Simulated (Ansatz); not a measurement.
Input and command of a plane-wave DFT calculation in Ansatz:

```yaml
crystal:
  lattice:
    - [-5.7279123196, 5.7279123196, -5.7279123196]
    - [-5.7279123196, -5.7279123196, 5.7279123196]
    - [5.7279123196, 5.7279123196, 5.7279123196]
  atoms:
    - { symbol: Al, position: [0.5017179843, -0.0046134031, 0.5] }
    - { symbol: Al, position: [0.5017179843, 0.75, 0.7453865969] }
    - { symbol: Al, position: [0.25, 0.25, 0.5] }
    - { symbol: Al, position: [0.2436686126, -0.0017179843, 0.7482820157] }
    - { symbol: Al, position: [0.25, 0.75, 0.0] }
    - { symbol: Al, position: [-0.0046134031, 0.5017179843, 0.5] }
    - { symbol: Al, position: [-0.0017179843, 0.2436686126, 0.7482820157] }
    - { symbol: Al, position: [-0.0017179843, -0.0017179843, -0.0063313874] }
    - { symbol: Al, position: [-0.0046134031, 0.75, 0.2517179843] }
    - { symbol: Al, position: [0.75, 0.5017179843, 0.7453865969] }
    - { symbol: Al, position: [0.75, 0.25, 0.0] }
    - { symbol: Al, position: [0.75, -0.0046134031, 0.2517179843] }
    - { symbol: Al, position: [0.5046134031, 0.5046134031, 0.0063313874] }
    - { symbol: Al, position: [0.5046134031, 0.2563313874, 0.2546134031] }
    - { symbol: Al, position: [0.2563313874, 0.5046134031, 0.2546134031] }
    - { symbol: As, position: [-0.01548351, -0.01548351, 0.73451649], spin: 0.5 }
    - { symbol: As, position: [0.75, 0.2497863789, 0.7485513097] }
    - { symbol: As, position: [0.75, -0.0014486903, -0.0002136211] }
    - { symbol: As, position: [0.5014486903, 0.5014486903, 0.7512350693] }
    - { symbol: As, position: [0.4987649307, 0.2502136211, 0.0002136211] }
    - { symbol: As, position: [0.5014486903, 0.0012350693, 0.2514486903] }
    - { symbol: As, position: [0.2497863789, 0.75, 0.7485513097] }
    - { symbol: As, position: [0.2502136211, 0.4987649307, 0.0002136211] }
    - { symbol: As, position: [0.2502136211, 0.2502136211, 0.2487649307] }
    - { symbol: As, position: [0.2497863789, -0.0014486903, 0.5] }
    - { symbol: As, position: [-0.0014486903, 0.75, -0.0002136211] }
    - { symbol: As, position: [0.0012350693, 0.5014486903, 0.2514486903] }
    - { symbol: As, position: [-0.0014486903, 0.2497863789, 0.5] }
    - { symbol: As, position: [0.75, 0.75, 0.26548351], spin: 0.5 }
    - { symbol: As, position: [0.75, 0.51548351, 0.5], spin: 0.5 }
    - { symbol: As, position: [0.51548351, 0.75, 0.5], spin: 0.5 }
  host:
    lattice:
      - [0.0, 2.8639561598, 2.8639561598]
      - [2.8639561598, 0.0, 2.8639561598]
      - [2.8639561598, 2.8639561598, 0.0]
    atoms:
      - { symbol: Al, position: [0.0, 0.0, 0.0] }
      - { symbol: As, position: [0.75, 0.75, 0.75] }
total_charge: -1
basis:
  ecutwfc: 420
  xc_grid: 2
kpoints:
  mp_grid: { grid: [2, 2, 2], shift: [0.0, 0.0, 0.0] }
hamiltonian:
  xc: pbe
scf:
  occupations: { method: gaussian, width: 0.01 }
output:
  forces: true
  stress: false
  eigenvalues: true
  populations: true
  charged_corrections:
    defect_position: [0.75, 0.75, 0.5]
    epsilon: [[11.5641, 0.0, 0.0], [0.0, 11.5641, 0.0], [0.0, 0.0, 11.5641]]
  write_density: true
  write_potential: true
  elf: true
  volumetric_format: npy
magnetization:
  spin_polarized: true
relax:
  adjacent_minimum: "off"
  f_tol: 0.025
  max_steps: 45
```

```bash
ansatz run input.yaml --threads 4 --pin off --max-ram 8192MiB --backend cpu --events-out ev --progress --plain --runs-dir out
```

Processor: Arm Neoverse N1, 4 threads, on a host shared with other jobs.

**Question.** Estimate time, memory and problem size.

**Answer.** About 110 s on 4 threads of Arm Neoverse N1, with other jobs on the host, peak memory 2.7 GiB. It solves 175 bands at 3 k points (the mesh reduced by the symmetry that the task leaves, which can be less than the crystal's) with about 14771 plane waves, in 21 SCF iterations over 3 ionic steps.
